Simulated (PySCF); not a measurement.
Molecule: urea, CH$_{4}$N$_{2}$O.

Geometry (Å), atoms numbered from 1 in this order:
```xyz
8

N     0.920   -0.300    0.685
C     0.166    0.458   -0.171
N    -1.055   -0.074   -0.493
O     0.552    1.522   -0.613
H     0.625   -1.183    1.070
H     1.824    0.067    0.940
H    -1.632    0.462   -1.123
H    -1.401   -0.952   -0.139
```

Geometry PBE0-D3(BJ)/def2-SVP throughout; GIAO in PySCF 2.14, gas phase, one conformer, non-relativistic; equivalent atoms averaged; basis pcSseg-2.

For orientation, PBE0 gives these shifts δ (against NH3, TMS, H2O at the same level): N1/N3 81.8, C2 158.2, O4 294.6, H5/H6/H7/H8 3.70 ppm.

A run gave: N1/N3 87.0, C2 168.7, O4 330.1, H5/H6/H7/H8 3.62 ppm (shifts δ (against NH3, TMS, H2O at the same level)).

Question: Which functional was used in that run?
A. CAM-B3LYP
B. mPW1PW91
C. BHandHLYP
D. BP86

Answer: A. O4 tells them apart best: CAM-B3LYP gives 330.1, BP86 gives 294.2, mPW1PW91 gives 294.8, BHandHLYP gives 323.3 ppm.
